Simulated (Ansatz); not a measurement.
## GeS, space group Pnma: a projected density of states

Computed with the Python package of Ansatz (0.2.0).

`ges.cif`
```cif
data_GeS
_cell_length_a 10.481000
_cell_length_b 3.646000
_cell_length_c 4.299000
_cell_angle_alpha 90.00000
_cell_angle_beta 90.00000
_cell_angle_gamma 90.00000
_symmetry_space_group_name_H-M 'P 1'
_symmetry_Int_Tables_number 1
loop_
_symmetry_equiv_pos_as_xyz
'x, y, z'
loop_
_atom_site_label
_atom_site_type_symbol
_atom_site_fract_x
_atom_site_fract_y
_atom_site_fract_z
Ge1 Ge    0.122100    0.250000    0.127700
Ge2 Ge    0.377900    0.750000    0.627700
Ge3 Ge    0.622100    0.250000    0.372300
Ge4 Ge    0.877900    0.750000    0.872300
S5 S    0.849500    0.250000    0.502300
S6 S    0.650500    0.750000    0.002300
S7 S    0.349500    0.250000    0.997700
S8 S    0.150500    0.750000    0.497700
```

`ges.py`
```python
"""Which atoms and shells make the states of GeS."""

import ansatz
from ase.io import read
import numpy as np

atoms = read("ges.cif")
structure = ansatz.Crystal.from_ase(atoms)

calculation = structure.calculation()
calculation = calculation.kpoints(2, 5, 5, center="gamma")
calculation = calculation.functional("LDA").occupations("Fixed")
calculation = calculation.scf(extra_bands=22).density_of_states(projected=True, energy_step=0.05)
outcome = calculation.run(threads=1, backend="cpu")
r = outcome.report

dos = outcome.density_of_states()
energy = np.asarray(dos.energies_ev) - dos.fermi_ev
curves = {}
for site in outcome.projected_density_of_states().sites:
    for shell in site.shells:
        weight = sum(np.sum(curve.g_bin_mean_per_ev, axis=0) for curve in shell.curves)
        name = f"{site.species} {shell.label}"
        curves[name] = curves.get(name, 0) + weight

print("E-EF   " + " ".join(f"{name:>8s}" for name in curves))
for e in np.arange(-10, 6 + 0.1, 0.5):
    print(f"{e:5.1f}  " + " ".join(f"{np.interp(e, energy, g):8.3f}" for g in curves.values()))
```

Running `python ges.py` prints:
```text
DeckWarning: basis.ecutwfc = 420 eV, auto-derived from the records' recommended cutoffs: set by Ge (normal level)
E-EF      Ge 4S    Ge 4P    Ge 3D     S 3S     S 3P
-10.0     0.000    0.000    0.000    0.000    0.000
 -9.5     0.000    0.000    0.000    0.000    0.000
 -9.0     0.000    0.000    0.000    0.000    0.000
 -8.5     3.127    0.282    0.001    0.302    1.539
 -8.0     1.521    0.133    0.001    0.209    0.748
 -7.5     1.660    0.193    0.001    0.407    1.014
 -7.0     0.846    0.120    0.001    0.288    0.543
 -6.5     0.532    0.093    0.000    0.215    0.328
 -6.0     0.363    0.103    0.000    0.155    0.224
 -5.5     0.092    0.062    0.000    0.042    0.098
 -5.0     0.171    0.987    0.001    0.095    1.512
 -4.5     0.224    1.803    0.003    0.118    3.150
 -4.0     0.143    1.246    0.003    0.088    2.552
 -3.5     0.168    1.322    0.003    0.084    3.062
 -3.0     0.237    1.849    0.004    0.101    4.648
 -2.5     0.177    0.766    0.002    0.085    2.702
 -2.0     0.274    1.136    0.004    0.062    4.276
 -1.5     0.557    1.047    0.001    0.047    2.168
 -1.0     1.188    1.386    0.002    0.081    3.304
 -0.5     1.205    0.879    0.001    0.041    3.074
  0.0     0.001    0.001    0.000    0.000    0.004
  0.5     0.000    0.000    0.000    0.000    0.000
  1.0     0.000    0.000    0.000    0.000    0.000
  1.5     0.193    1.282    0.000    0.207    0.323
  2.0     0.285    2.524    0.001    0.371    0.903
  2.5     0.238    3.123    0.001    0.345    1.195
  3.0     0.138    2.877    0.001    0.201    1.157
  3.5     0.166    3.913    0.001    0.199    1.497
  4.0     0.120    4.775    0.001    0.202    1.787
  4.5     0.057    2.611    0.001    0.100    1.037
  5.0     0.056    2.444    0.000    0.107    1.033
  5.5     0.066    2.594    0.000    0.110    1.135
  6.0     0.036    1.310    0.000    0.056    0.634
```
(Warnings from the package without file and line.)

Notes:
- Along an axis with an odd division the mesh misses the point at one half; a gap read on a finite mesh is an upper bound on this functional's gap.
- Semilocal gaps usually lie well under measured ones.
- The Fermi level of a run with fixed occupations marks the highest occupied state on its mesh, not mid-gap.
- The crystal has a gap of about 1.04 eV on the mesh; bins of finite width blur the band edges.
- The starting cell is as deposited in a crystallographic database; the results hold for this polymorph, which needn't be the stable one.
- Curves are summed over the cell's atoms. Only shells that the potentials hold have channels, so projections don't add up to the total, least of all where a shell is missing (p of most metals); heights and places of peaks move with the mesh.
- The density of states is complete only as far up as bands were computed.
- Wall time of the script: 13 s on 1 thread of Arm Neoverse V1, with other jobs on the host, peak memory 0.54 GiB.
